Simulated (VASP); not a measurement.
# KCl in VASP: one cell, several levels of theory, part 2 of 2

VASP 6.6.1, plane waves, PAW. Earlier steps stand in the parts before.

### Step 3. PBE0

PBE orbitals are made first, and the hybrid starts from them.

Input file INCAR (PBE start):

```
ENCUT = 520.000000
SIGMA = 0.010000
EDIFF = 1.00e-05
GGA = PE
PREC = Accurate
ISMEAR = 0
NBANDS = 15
NELM = 120
LASPH = .TRUE.
LCHARG = .FALSE.
LWAVE = .TRUE.
LREAL = .FALSE.
```

Input file INCAR:

```
AEXX = 0.250000
ENCUT = 520.000000
SIGMA = 0.010000
EDIFF = 1.00e-07
ALGO = Normal
GGA = PE
PREC = Accurate
PRECFOCK = Fast
IBRION = -1
ISIF = 2
ISMEAR = 0
ISTART = 1
NBANDS = 15
NELM = 120
NSW = 0
LASPH = .TRUE.
LCHARG = .FALSE.
LHFCALC = .TRUE.
LWAVE = .FALSE.
LREAL = .FALSE.
HFRCUT = -1
```

Input file KPOINTS:

```
KPOINTS created by Atomic Simulation Environment
0
Gamma
6 6 6
0 0 0
```

Input file KPOINTS_OPT:

```
special points
6
Reciprocal
0.0000000000 0.0000000000 0.0000000000 1
0.5000000000 0.0000000000 0.5000000000 1
0.5000000000 0.2500000000 0.7500000000 1
0.3750000000 0.3750000000 0.7500000000 1
0.5000000000 0.5000000000 0.5000000000 1
0.6250000000 0.2500000000 0.6250000000 1
```

Input file POSCAR:

```
K  Cl
 1.0000000000000000
     0.0000000000000000    3.1448483195468158    3.1448483195468158
     3.1448483195468158    0.0000000000000000    3.1448483195468158
     3.1448483195468158    3.1448483195468158    0.0000000000000000
 K   Cl
   1   1
Cartesian
 -0.0000000000000000 -0.0000000000000000 -0.0000000000000000
  3.1448483195468158  3.1448483195468158  3.1448483195468158
```

On the command line:

```sh
$ mpirun -np 1 vasp_std
```

The files below are those of the last stage.

Printed to the terminal (iteration lines stand in OSZICAR):

```text
POSCAR found type information on POSCAR K Cl
 POSCAR found :  2 types and       2 ions
 LDA part: xc-table for (Slater+PW92), standard interpolation
 found WAVECAR, reading the header
 POSCAR, INCAR and KPOINTS ok, starting setup
 FFT: planning ... GRIDC
 FFT: planning ... GRID_SOFT
 FFT: planning ... GRID
 HFRCUT set to (new)   14.7479418367484
 reading WAVECAR
 the WAVECAR file was read successfully
 initial charge from wavefunction
 entering main loop
 Start KPOINTS_OPT (optional k-point list driver)
k-point batch [1-6\6]
```

OSZICAR:

```text
N       E                     dE             d eps       ncg     rms          rms(c)
DAV:   1    -0.837127130329E+01   -0.83713E+01   -0.11038E-01   522   0.358E+00    0.116E+00
DAV:   2    -0.837331251696E+01   -0.20412E-02   -0.61997E-03   663   0.606E-01    0.704E-01
DAV:   3    -0.837314140191E+01    0.17112E-03   -0.50818E-04   627   0.179E-01    0.401E-01
DAV:   4    -0.837310818796E+01    0.33214E-04   -0.10654E-04   661   0.816E-02    0.229E-01
DAV:   5    -0.837310391577E+01    0.42722E-05   -0.19437E-05   733   0.344E-02    0.132E-01
DAV:   6    -0.837310277553E+01    0.11402E-05   -0.37787E-06   668   0.162E-02    0.773E-02
DAV:   7    -0.837310274303E+01    0.32492E-07   -0.16368E-06   642   0.104E-02    0.456E-02
DAV:   8    -0.837310298310E+01   -0.24007E-06   -0.58403E-07   585   0.652E-03    0.271E-02
DAV:   9    -0.837310317505E+01   -0.19195E-06   -0.26900E-07   543   0.437E-03    0.163E-02
DAV:  10    -0.837310328853E+01   -0.11348E-06   -0.12413E-07   525   0.287E-03    0.979E-03
DAV:  11    -0.837310334283E+01   -0.54299E-07   -0.56814E-08   422   0.195E-03
   1 F= -.83731033E+01 E0= -.83731033E+01  d E =-.164322E-75
       N       E                     dE             ncg
DAV:   1    -0.271409664601E+03   -0.31698E+04      180
DAV:   2    -0.952753097334E+03   -0.68134E+03      250
DAV:   3    -0.100732370082E+04   -0.54571E+02      236
DAV:   4    -0.100899580095E+04   -0.16721E+01      277
DAV:   5    -0.100902204260E+04   -0.26242E-01      236
DAV:   6    -0.100902250939E+04   -0.46678E-03      291
DAV:   7    -0.100902251876E+04   -0.93732E-05      250
DAV:   8    -0.100902251885E+04   -0.91361E-07      220
```

OUTCAR, selected sections:

```text
k-points           NKPTS =     16   k-points in BZ     NKDIM =    216   number of bands    NBANDS=     15

   NELECT =      16.0000    total number of electrons

   dimension x,y,z NGX =    36 NGY =   36 NGZ =   36
   dimension x,y,z NGXF=    72 NGYF=   72 NGZF=   72

  energy-cutoff  :      520.00
  volume of cell :       62.21
      direct lattice vectors                 reciprocal lattice vectors
     0.000000000  3.144848320  3.144848320    -0.158990180  0.158990180  0.158990180
     3.144848320  0.000000000  3.144848320     0.158990180 -0.158990180  0.158990180
     3.144848320  3.144848320  0.000000000     0.158990180  0.158990180 -0.158990180

 k-points in reciprocal lattice and weights: KPOINTS created by Atomic Simulation Env
   0.00000000  0.00000000  0.00000000       0.005
   0.16666667  0.00000000  0.00000000       0.037
   0.33333333  0.00000000  0.00000000       0.037
   0.50000000  0.00000000  0.00000000       0.019
   0.16666667  0.16666667  0.00000000       0.028
   0.33333333  0.16666667  0.00000000       0.111
   0.50000000  0.16666667  0.00000000       0.111
  -0.33333333  0.16666667  0.00000000       0.111
[... 8 more k-points ...]

 E-fermi :  -3.0939

 k-point     1 :       0.0000    0.0000    0.0000
  band No.  band energies     occupation
      1     -32.5104      2.00000
      2     -16.5197      2.00000
      3     -14.6068      2.00000
      4     -14.6068      2.00000
      5     -14.6068      2.00000
      6      -3.2223      2.00000
      7      -3.2223      2.00000
      8      -3.2223      2.00000
      9       4.0173      0.00000
     10       7.4673      0.00000
     11       7.4673      0.00000
     12       7.4673      0.00000
     13       8.4778      0.00000
     14       8.4778      0.00000
     15      11.7688      0.00000

 k-point     2 :       0.1667    0.0000    0.0000
  band No.  band energies     occupation
      1     -32.5076      2.00000
      2     -16.5615      2.00000
      3     -14.6086      2.00000
      4     -14.6086      2.00000
      5     -14.5476      2.00000
      6      -3.5486      2.00000
      7      -3.3128      2.00000
      8      -3.3128      2.00000
      9       4.6709      0.00000
     10       7.2368      0.00000
     11       7.8360      0.00000
     12       7.8360      0.00000
     13       8.8709      0.00000
     14       8.8709      0.00000
     15      12.8686      0.00000

 k-point     3 :       0.3333    0.0000    0.0000
  band No.  band energies     occupation
      1     -32.5020      2.00000
      2     -16.6388      2.00000
      3     -14.6123      2.00000
      4     -14.6123      2.00000
      5     -14.4348      2.00000
      6      -4.1031      2.00000
      7      -3.4852      2.00000
      8      -3.4852      2.00000
      9       5.9207      0.00000
     10       7.2767      0.00000
     11       8.8428      0.00000
     12       8.8428      0.00000
     13       9.8585      0.00000
     14       9.8585      0.00000
     15      12.2056      0.00000

 k-point     4 :       0.5000    0.0000    0.0000
  band No.  band energies     occupation
      1     -32.4992      2.00000
      2     -16.6748      2.00000
      3     -14.6141      2.00000
      4     -14.6141      2.00000
      5     -14.3807      2.00000
      6      -4.3465      2.00000
      7      -3.5675      2.00000
      8      -3.5675      2.00000
      9       6.4299      0.00000
     10       7.6538      0.00000
     11       9.8831      0.00000
     12       9.8831      0.00000
     13      10.4512      0.00000
     14      10.4512      0.00000
     15      11.6002      0.00000

 k-point     5 :       0.1667    0.1667    0.0000
  band No.  band energies     occupation
      1     -32.5067      2.00000
      2     -16.5553      2.00000
      3     -14.6212      2.00000
      4     -14.6212      2.00000
      5     -14.5379      2.00000
      6      -3.6508      2.00000
      7      -3.2980      2.00000
      8      -3.2980      2.00000
      9       4.8183      0.00000
     10       6.7239      0.00000
     11       8.2179      0.00000
     12       8.2179      0.00000
     13       8.7119      0.00000
     14       9.2046      0.00000
     15      13.1734      0.00000

 k-point     6 :       0.3333    0.1667    0.0000
  band No.  band energies     occupation
      1     -32.5021      2.00000
      2     -16.5832      2.00000
      3     -14.6304      2.00000
      4     -14.6276      2.00000
      5     -14.4999      2.00000
      6      -3.9697      2.00000
      7      -3.4652      2.00000
      8      -3.4159      2.00000
      9       5.8422      0.00000
     10       6.5360      0.00000
     11       8.9975      0.00000
     12       9.1616      0.00000
     13       9.3188      0.00000
     14       9.8147      0.00000
     15      12.1069      0.00000

 k-point     7 :       0.5000    0.1667    0.0000
  band No.  band energies     occupation
      1     -32.4984      2.00000
      2     -16.6150      2.00000
      3     -14.6430      2.00000
      4     -14.6271      2.00000
      5     -14.4524      2.00000
      6      -4.1835      2.00000
      7      -3.6238      2.00000
      8      -3.5432      2.00000
      9       6.5395      0.00000
     10       7.3423      0.00000
     11       9.5043      0.00000
     12       9.7400      0.00000
     13      10.0538      0.00000
     14      10.4255      0.00000
     15      11.3652      0.00000

 k-point     8 :      -0.3333    0.1667    0.0000
  band No.  band energies     occupation
      1     -32.4993      2.00000
      2     -16.6204      2.00000
      3     -14.6543      2.00000
      4     -14.6145      2.00000
      5     -14.4382      2.00000
      6      -4.1573      2.00000
      7      -3.5708      2.00000
      8      -3.5576      2.00000
      9       6.4961      0.00000
     10       7.2760      0.00000
     11       9.1586      0.00000
     12       9.2881      0.00000
     13       9.7534      0.00000
     14      10.8763      0.00000
     15      11.4384      0.00000

[... the tables of k-points 9 to 16 left out ...]

  Total        0.1882091      0.1882091      0.1882091      0.0000000     -0.0000000     -0.0000000
  in kB        4.8475469      4.8475469      4.8475469      0.0000000     -0.0000000     -0.0000000
  external PRESSURE =       4.8475469 kB  Pullay stress =       0.0000000 kB

 POSITION                                       TOTAL-FORCE (eV/Angst)
 -----------------------------------------------------------------------------------
      0.00000      0.00000      0.00000        -0.000000      0.000000      0.000000
      3.14485      3.14485      3.14485         0.000000      0.000000      0.000000
 -----------------------------------------------------------------------------------
    total drift:                                0.000000     -0.000000      0.000000

  FREE ENERGIE OF THE ION-ELECTRON SYSTEM (eV)
  ---------------------------------------------------
  free  energy   TOTEN  =        -8.3731033428 eV

  energy  without entropy=       -8.3731033428  energy(sigma->0) =       -8.37310334
```

Hardware: 1 MPI rank of Intel Xeon Platinum 8488C, shared host.

The levels at the points of KPOINTS_OPT are read from vasprun.xml.

Near the gap, in eV above the top of the last filled band v; c is the band after it:

```tsv
point	v−1	v	c	c+1
Γ	0.00	0.00	7.24	10.69
X	-0.25	-0.25	8.65	10.59
W	-0.51	-0.51	10.23	10.23
K	-0.59	-0.31	9.43	11.29
L	-0.35	-0.35	9.65	10.88
U	-0.59	-0.31	9.43	11.29
```

PBE0 gives a direct gap of 7.24 eV at Γ. The pressure is 0.48 GPa; the forces vanish within 0.01 eV/Å.

### Step 4. Summary

The summary covers parts 1 to 2.

```
level  gap (eV)  pressure (GPa)  Ansatz: gap (eV)  Ansatz: pressure (GPa)
HSE06      6.50            0.52              6.51                       –
 PBE0      7.24            0.48              7.24                       –
```

What this shows: The gap spans 6.50 eV (HSE06) to 7.24 eV (PBE0). A measured gap is 8.68 eV (a printed reference work, monograph). The misses are: HSE06 -2.18, PBE0 -1.44 eV; PBE0 comes nearest. The calculation is for fixed nuclei; the measurement holds lattice motion too. The two programs agree on the gap within 0.01 eV, far less than the spread between functionals. Each program uses its own PAW datasets and cutoff.
